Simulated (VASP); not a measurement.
# Sc (P-1) in VASP: further runs

The runs below take Sc through single point, with PBEsol.

All numbers are computed with VASP 6.6.1; they aren't measurements. Logs are shortened: lines on timing, memory, paths and dates and some standing lists are left out, and cuts for length are marked.

## (1) Starting point

The typed cell holds 1 atom: a = 3.202 Å, b = 3.216 Å, c = 3.226 Å, α = 61.44°, β = 61.31°, γ = 62.16°.

This isn't the form of Sc at room conditions, which is hcp.

## (2) Single point, PBEsol

Input file INCAR:

```
SYSTEM = Sc
  PREC = Accurate
  ENCUT = 300
  EDIFF = 1E-6
  ISMEAR = 1
  SIGMA = 0.2
  LREAL = .FALSE.
  LASPH = .TRUE.
  NELM = 100
  ALGO = Normal
  ISIF = 2
  LWAVE = .FALSE.
  LCHARG = .FALSE.
  GGA = PS
  ADDGRID = .FALSE.
```

Input file KPOINTS:

```
regular mesh
0
G
  2 2 2
  0 0 0
```

Input file POSCAR:

```
Sc
1.0
    3.2019616822      0.0000000000      0.0000000000
    1.5021078373      2.8441406042      0.0000000000
    1.5489936237      0.9264468030      2.6741812389
Sc
1
Direct
    0.0000000000      0.0000000000      0.0000000000
```

Potentials or basis: VASP PAW PBE potentials, release 64 (Sc_sv).

Run with:

```sh
cat potpaw_PBE.64/Sc_sv/POTCAR > POTCAR
mpirun -np 1 vasp_std > vasp.out
```

OUTCAR:

```text
SYSTEM = Sc
   PREC = Accurate
   ENCUT = 300
   EDIFF = 1E-6
   ISMEAR = 1
   LREAL = .FALSE.
   LASPH = .TRUE.
   NELM = 100
   ISIF = 2
   GGA = PS

 Found      8 irreducible k-points:

 Following reciprocal coordinates:
            Coordinates               Weight
  0.000000  0.000000  0.000000      1.000000
  0.500000  0.000000  0.000000      1.000000
  0.000000  0.500000 -0.000000      1.000000
  0.500000  0.500000  0.000000      1.000000
  0.000000  0.000000  0.500000      1.000000
  0.500000  0.000000  0.500000      1.000000
   k-points           NKPTS =      8   k-points in BZ     NKDIM =      8   number of bands    NBANDS=      9
   number of dos      NEDOS =    301   number of ions     NIONS =      1
   total plane-waves  NPLWV =   5832
   dimension x,y,z NGX =    18 NGY =   18 NGZ =   18
   dimension x,y,z NGXF=    36 NGYF=   36 NGZF=   36
   ions per type =               1
   NGX,Y,Z   is equivalent  to a cutoff of   9.35,  9.30,  9.28 a.u.
   NGXF,Y,Z  is equivalent  to a cutoff of  18.69, 18.61, 18.55 a.u.
 SYSTEM =  Sc
   PREC   = accura    normal or accurate (medium, high low for compatibility)
   ISTART =      0    job   : 0-new  1-cont  2-samecut
   ICHARG =      2    charge: 1-file 2-atom 10-const
   ISPIN  =      1    spin polarized calculation?
   LNONCOLLINEAR =      F non collinear calculations
   LSORBIT =      F    spin-orbit coupling
   LASPH  =      T    aspherical Exc in radial PAW
   ENCUT  =  300.0 eV  22.05 Ry    4.70 a.u.   4.52  4.54  4.56*2*pi/ulx,y,z
   NELM   =    100;   NELMIN=  2; NELMDL= -5     # of ELM steps
   EDIFF  = 0.1E-05   stopping-criterion for ELM
   LREAL  =      F    real-space projection
   EDIFFG = 0.1E-04   stopping-criterion for IOM
   NSW    =      0    number of steps for IOM
   IBRION =     -1    ionic relax: 0-MD 1-quasi-New 2-CG
   NFREE  =      0    steps in history (QN), initial steepest desc. (CG)
   ISIF   =      2    stress and relaxation
   ISYM   =      2    0-nonsym 1-usesym 2-fastsym
   POTIM  = 0.5000    time-step for ionic-motion
   TEBEG  =    0.0;   TEEND  =   0.0 temperature during run
   PSTRESS=    0.0 pullay stress
   NELECT =      11.0000    total number of electrons
   NUPDOWN=      -1.0000    fix difference up-down
   EMIN   =  10.00;   EMAX   =-10.00  energy-range for DOS
   EFERMI =   0.00;   METHOD = LEGACY
   ISMEAR =     1;   SIGMA  =   0.20  broadening in eV -4-tet -1-fermi 0-gaus
   EFERMI_NEDOS =   21; number of points for ismear=-14 and -15
   IALGO  =     38    algorithm
   IMIX   =      4    mixing-type and parameters
     AMIX     =   0.40;   BMIX     =  1.00
     AMIX_MAG =   1.60;   BMIX_MAG =  1.00
  volume/ion in A,a.u.               =      24.35       164.34
  Fermi-wavevector in a.u.,A,eV,Ry     =   1.256087  2.373660 21.466653  1.577755
  Thomas-Fermi vector in A             =   2.389812
   LORBIT       =      0    0 simple, 1 ext, 2 COOP (PROOUT), +10 PAW based schemes
   GGA     = PS    functional components
   LHFCALC =     F    Hartree Fock is set to
   AEXX    =    0.0000 exact exchange contribution
   IVDW    =     0    specifies the selected vdW correction
   LEPSILON=     F    determine dielectric tensor
   LRPA    =     F    only Hartree local field effects (RPA)
 non-spin polarized calculation
 Methfessel and Paxton  Order N= 1 SIGMA  =   0.20
  energy-cutoff  :      300.00
  volume of cell :       24.35
 maximum number of plane-waves:       290
   NGX =  9   NGY =  9   NGZ =  9

 number of electron      10.9999995 magnetization

 Free energy of the ion-electron system (eV)
  ---------------------------------------------------
  ext. energy  EPLUGINS =         0.00000000
  ---------------------------------------------------
  free energy    TOTEN  =        -7.18733278 eV

  energy without entropy =       -7.17054673  energy(sigma->0) =       -7.18173743

 E-fermi :   3.8514     XC(G=0):  -9.9851

 val. band max:        3.2232514985   @ k =   0.5000   0.0000   0.5000
 cond. band min:       3.8595383364   @ k =   0.0000   0.5000  -0.0000
 fundamental gap:      0.6362868379
 Fermi energy:         3.8514321892

 k-point     1 :       0.0000    0.0000    0.0000
  band No.  band energies     occupation
      1     -45.1480      2.00000
      2     -23.6805      2.00000
      3     -23.6752      2.00000
      4     -23.6583      2.00000
      5      -1.5025      2.00000
      6       5.3488     -0.00000
      7       5.4249     -0.00000
      8       5.7278     -0.00000
      9       6.8956     -0.00000

 k-point     2 :       0.5000    0.0000    0.0000
  band No.  band energies     occupation
      1     -45.0844      2.00000
      2     -24.1014      2.00000
      3     -23.7297      2.00000
      4     -23.7105      2.00000
      5       1.9934      2.00000
      6       3.9116      0.51557
      7       5.2480     -0.00000
      8       5.5582     -0.00000
      9       7.9102      0.00000

 k-point     3 :       0.0000    0.5000   -0.0000
  band No.  band energies     occupation
      1     -45.0869      2.00000
      2     -24.0843      2.00000
      3     -23.7263      2.00000
      4     -23.7169      2.00000
      5       1.9704      2.00000
      6       3.8595      0.93146
      7       5.2618     -0.00000
      8       5.5586     -0.00000
      9       7.7790     -0.00000

 k-point     4 :       0.5000    0.5000    0.0000
  band No.  band energies     occupation
      1     -45.0585      2.00000
      2     -24.0725      2.00000
      3     -23.8437      2.00000
      4     -23.8180      2.00000
      5       2.2391      2.00000
      6       3.1859      2.00003
      7       5.8589     -0.00000
      8       7.8471     -0.00000
      9       8.1393      0.00000

 k-point     5 :       0.0000    0.0000    0.5000
  band No.  band energies     occupation
      1     -45.0852      2.00000
      2     -24.0968      2.00000
      3     -23.7280      2.00000
      4     -23.7130      2.00000
      5       1.9893      2.00000
      6       3.9036      0.57449
      7       5.1654     -0.00000
      8       5.6399     -0.00000
      9       7.8066     -0.00000

 k-point     6 :       0.5000    0.0000    0.5000
  band No.  band energies     occupation
      1     -45.0619      2.00000
      2     -24.0780      2.00000
      3     -23.8351      2.00000
      4     -23.8004      2.00000
      5       2.2156      2.00000
      6       3.2233      2.00008
      7       5.6524     -0.00000
      8       7.8490     -0.00000
      9       8.1092      0.00000

 [... further k-points ...]

------------------------ aborting loop because EDIFF is reached ----------------------------------------

  FORCE on cell =-STRESS in cart. coord.  units (eV):
  Direction    XX          YY          ZZ          XY          YZ          ZX
  --------------------------------------------------------------------------------------
  -------------------------------------------------------------------------------------
  Total       -2.7335015     -2.3572005     -2.5842527      0.0049815     -0.1993466     -0.1110539
  in kB     -179.8340261   -155.0776034   -170.0151124      0.3277265    -13.1147887     -7.3061133
  external PRESSURE =    -168.3089140 kB  Pullay stress =       0.0000000 kB

 VOLUME and BASIS-vectors are now :
 -----------------------------------------------------------------------------
  energy-cutoff  :      300.00
  volume of cell :       24.35
      direct lattice vectors                 reciprocal lattice vectors
     3.201961682  0.000000000  0.000000000     0.312308547 -0.164943011 -0.123758636
     1.502107837  2.844140604  0.000000000     0.000000000  0.351600058 -0.121808778
     1.548993624  0.926446803  2.674181239     0.000000000  0.000000000  0.373946233

 POSITION                                       TOTAL-FORCE (eV/Angst)
 -----------------------------------------------------------------------------------
      0.00000      0.00000      0.00000         0.000000      0.000000      0.000000
 -----------------------------------------------------------------------------------
    total drift:                               -0.000000      0.000000      0.000000

  FREE ENERGIE OF THE ION-ELECTRON SYSTEM (eV)
  ---------------------------------------------------
  free  energy   TOTEN  =        -7.1873327824 eV

  energy  without entropy=       -7.1705467268  energy(sigma->0) =       -7.18173743
```

It took 1.6 s on 1 thread of Intel Xeon 6975P-C (Granite Rapids), shared host; peak memory 0.11 GiB.

The run converged, but some of its settings lie outside the range that counts as converged, so its numbers aren't taken as properties of the crystal.

Results:

```yaml
Free_energy: -7.1873 eV
Pressure: -16.8 GPa
Band_gap_on_the_k_mesh: none (metal or under the smearing width)
```

Caveat: the k mesh is coarse (spacing up to 1.18 Å⁻¹), so the values aren't converged; the PAW data sets were made with another functional, which shifts forces and pressure a little.

## (3) Single point, PBEsol

Changes to INCAR since step 2:

```diff
@@ -2,3 +2,3 @@
   PREC = Accurate
-  ENCUT = 300
+  ENCUT = 350
   EDIFF = 1E-6
```

KPOINTS is that of step 2.

POSCAR is that of step 2.

Potentials or basis: VASP PAW PBE potentials, release 64 (Sc_sv).

Run with:

```sh
cat potpaw_PBE.64/Sc_sv/POTCAR > POTCAR
mpirun -np 1 vasp_std > vasp.out
```

Run time: 2 s. Hardware: 1 thread of Intel Xeon 6975P-C (Granite Rapids), shared host; peak memory 0.11 GiB.

The run converged, but some of its settings lie outside the range that counts as converged, so its numbers aren't taken as properties of the crystal.

Results:

```yaml
Free_energy: -7.1863 eV
Pressure: -16.7 GPa
Band_gap_on_the_k_mesh: none (metal or under the smearing width)
```

Caveat: the k mesh is coarse (spacing up to 1.18 Å⁻¹), so the values aren't converged; the PAW data sets were made with another functional, which shifts forces and pressure a little.

## (4) Single point, PBEsol

Changes to INCAR since step 3:

```diff
@@ -2,3 +2,3 @@
   PREC = Accurate
-  ENCUT = 350
+  ENCUT = 400
   EDIFF = 1E-6
```

KPOINTS is that of step 3.

POSCAR is that of step 3.

Potentials or basis: VASP PAW PBE potentials, release 64 (Sc_sv).

Run with:

```sh
cat potpaw_PBE.64/Sc_sv/POTCAR > POTCAR
mpirun -np 1 vasp_std > vasp.out
```

OUTCAR:

```text
SYSTEM = Sc
   PREC = Accurate
   ENCUT = 400
   EDIFF = 1E-6
   ISMEAR = 1
   LREAL = .FALSE.
   LASPH = .TRUE.
   NELM = 100
   ISIF = 2
   GGA = PS

 Found      8 irreducible k-points:

 Following reciprocal coordinates:
            Coordinates               Weight
  0.000000  0.000000  0.000000      1.000000
  0.500000  0.000000  0.000000      1.000000
  0.000000  0.500000 -0.000000      1.000000
  0.500000  0.500000  0.000000      1.000000
  0.000000  0.000000  0.500000      1.000000
  0.500000  0.000000  0.500000      1.000000
   k-points           NKPTS =      8   k-points in BZ     NKDIM =      8   number of bands    NBANDS=      9
   number of dos      NEDOS =    301   number of ions     NIONS =      1
   total plane-waves  NPLWV =  13824
   dimension x,y,z NGX =    24 NGY =   24 NGZ =   24
   dimension x,y,z NGXF=    48 NGYF=   48 NGZF=   48
   ions per type =               1
   NGX,Y,Z   is equivalent  to a cutoff of  12.46, 12.40, 12.37 a.u.
   NGXF,Y,Z  is equivalent  to a cutoff of  24.92, 24.81, 24.73 a.u.
 SYSTEM =  Sc
   PREC   = accura    normal or accurate (medium, high low for compatibility)
   ISTART =      0    job   : 0-new  1-cont  2-samecut
   ICHARG =      2    charge: 1-file 2-atom 10-const
   ISPIN  =      1    spin polarized calculation?
   LNONCOLLINEAR =      F non collinear calculations
   LSORBIT =      F    spin-orbit coupling
   LASPH  =      T    aspherical Exc in radial PAW
[... 63 lines left out ...]
      3     -23.6790      2.00000
      4     -23.6617      2.00000
      5      -1.5033      2.00000
      6       5.3458     -0.00000
      7       5.4217     -0.00000
      8       5.7247     -0.00000
      9       6.9010     -0.00000
[... 49 lines left out ...]
 k-point     6 :       0.5000    0.0000    0.5000
  band No.  band energies     occupation
      1     -45.0765      2.00000
      2     -24.0823      2.00000
      3     -23.8386      2.00000
      4     -23.8040      2.00000
      5       2.2133      2.00000
      6       3.2210      2.00008
      7       5.6497     -0.00000
      8       7.8452     -0.00000
      9       8.1001      0.00000

 [... further k-points ...]

------------------------ aborting loop because EDIFF is reached ----------------------------------------

  FORCE on cell =-STRESS in cart. coord.  units (eV):
  Direction    XX          YY          ZZ          XY          YZ          ZX
  --------------------------------------------------------------------------------------
  -------------------------------------------------------------------------------------
  Total       -2.6723818     -2.2952561     -2.5215820      0.0046068     -0.1993596     -0.1112512
  in kB     -175.8130321   -151.0023504   -165.8920756      0.3030763    -13.1156450     -7.3190910
  external PRESSURE =    -164.2358194 kB  Pullay stress =       0.0000000 kB

 VOLUME and BASIS-vectors are now :
 -----------------------------------------------------------------------------
  energy-cutoff  :      400.00
  volume of cell :       24.35
      direct lattice vectors                 reciprocal lattice vectors
     3.201961682  0.000000000  0.000000000     0.312308547 -0.164943011 -0.123758636
     1.502107837  2.844140604  0.000000000     0.000000000  0.351600058 -0.121808778
     1.548993624  0.926446803  2.674181239     0.000000000  0.000000000  0.373946233

 POSITION                                       TOTAL-FORCE (eV/Angst)
 -----------------------------------------------------------------------------------
      0.00000      0.00000      0.00000        -0.000000      0.000000      0.000000
 -----------------------------------------------------------------------------------
    total drift:                               -0.000000      0.000000      0.000000

  FREE ENERGIE OF THE ION-ELECTRON SYSTEM (eV)
  ---------------------------------------------------
  free  energy   TOTEN  =        -7.1866891546 eV

  energy  without entropy=       -7.1699030359  energy(sigma->0) =       -7.18109378
```

OSZICAR:

```text
N       E                     dE             d eps       ncg     rms          rms(c)
DAV:   1     0.594172934093E+02    0.59417E+02   -0.47389E+03   152   0.993E+02
DAV:   2    -0.654529163930E+01   -0.65963E+02   -0.65562E+02   144   0.337E+02
DAV:   3    -0.772421903795E+01   -0.11789E+01   -0.11169E+01   215   0.506E+01
DAV:   4    -0.773917199683E+01   -0.14953E-01   -0.14942E-01   227   0.453E+00
DAV:   5    -0.773922312096E+01   -0.51124E-04   -0.51106E-04   229   0.248E-01    0.698E+00
DAV:   6    -0.722487256254E+01    0.51435E+00   -0.14551E+00   211   0.185E+01    0.216E+00
DAV:   7    -0.719006126342E+01    0.34811E-01   -0.11507E-01   229   0.481E+00    0.571E-01
DAV:   8    -0.718682000567E+01    0.32413E-02   -0.49411E-03   224   0.826E-01    0.144E-01
DAV:   9    -0.718668786416E+01    0.13214E-03   -0.71050E-04   231   0.469E-01    0.234E-02
DAV:  10    -0.718668935380E+01   -0.14896E-05   -0.59089E-06   256   0.404E-02    0.308E-03
DAV:  11    -0.718668915463E+01    0.19917E-06   -0.20115E-07   151   0.714E-03
   1 F= -.71866892E+01 E0= -.71810938E+01  d E =-.167861E-01
```

stdout:

```text
POSCAR found type information on POSCAR Sc
 POSCAR found :  1 types and       1 ions
 scaLAPACK will be used
 -----------------------------------------------------------------------------
|                                                                             |
|                                                                             |
|     You enforced a specific xc type in the INCAR file but a different       |
|     I HOPE YOU KNOW WHAT YOU ARE DOING!                                     |
|                                                                             |
 -----------------------------------------------------------------------------

 LDA part: xc-table for (Slater+PW92), standard interpolation
 POSCAR, INCAR and KPOINTS ok, starting setup
 FFT: planning ... GRIDC
 FFT: planning ... GRID_SOFT
 FFT: planning ... GRID
 WAVECAR not read
 entering main loop
```

It took 2.3 s on 1 thread of Intel Xeon 6975P-C (Granite Rapids), shared host; peak memory 0.13 GiB.

These settings aren't checked as converged: the numbers below hold their error.

What came out:

```
Free energy            : -7.1867 eV
Pressure               : -16.4 GPa
Band gap on the k mesh : none (metal or under the smearing width)
```

Caveat: the k mesh is coarse (spacing up to 1.18 Å⁻¹), so the values aren't converged; the PAW data sets were made with another functional, which shifts forces and pressure a little.

## (5) Single point, PBEsol

Changes to INCAR since step 4:

```diff
@@ -2,3 +2,3 @@
   PREC = Accurate
-  ENCUT = 400
+  ENCUT = 500
   EDIFF = 1E-6
```

KPOINTS is that of step 4.

POSCAR is that of step 4.

Run with:

```sh
cat potpaw_PBE.64/Sc_sv/POTCAR > POTCAR
mpirun -np 1 vasp_std > vasp.out
```

Wall time 2.1 s (1 thread of Intel Xeon 6975P-C (Granite Rapids), shared host); peak memory 0.13 GiB.

These settings aren't checked as converged: the numbers below hold their error.

Results:

* Free energy: -7.1869 eV
* Pressure: -16.4 GPa
* Band gap on the k mesh: none (metal or under the smearing width)

Caveat: the k mesh is coarse (spacing up to 1.18 Å⁻¹), so the values aren't converged; the PAW data sets were made with another functional, which shifts forces and pressure a little.

(Part 1 of 2 ends here.)
